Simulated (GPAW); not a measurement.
The system is AlPt.

```
Pt Al
1.0
     4.87893    0.00000    0.00000
     0.00000    4.87893    0.00000
     0.00000    0.00000    4.87893
Pt Al
4 4
Direct
  0.84494 0.65506 0.34494
  0.65506 0.34494 0.84494
  0.34494 0.84494 0.65506
  0.15506 0.15506 0.15506
  0.15597 0.34403 0.65597
  0.34403 0.65597 0.15597
  0.65597 0.15597 0.34403
  0.84403 0.84403 0.84403
```

The cell is a database's computed one.

Base run:

```yaml
Program: GPAW 26.7.0
Functional: PBEsol
Potentials_or_basis: PAW data sets generated in the run's folder for this functional
Cutoff: 600 eV
Basis: pw
k_mesh: 5 × 5 × 5
Occupations: fermi-dirac, width 0.05 eV
Spin: no spin polarisation
Hubbard_terms: Pt d U = 5 eV
```

Its results: band gap on the k mesh none (metal or under the smearing width); pressure -4.8 GPa; largest force 0.068 eV/Å.

**Question.** After a change of settings the same cell gave: band gap on the k mesh none (metal or under the smearing width); pressure -3.2 GPa; largest force 0.076 eV/Å. Which change was it?
A. hubbard terms from Pt d U = 5 eV to Pt d U = 4 eV
B. hubbard terms from Pt d U = 5 eV to none
C. hubbard terms from Pt d U = 5 eV to Pt d U = 3 eV

**Answer.** C.

Caveats: U without spin polarisation on a metal has little footing; the U is typed as a test and isn't derived for this compound.
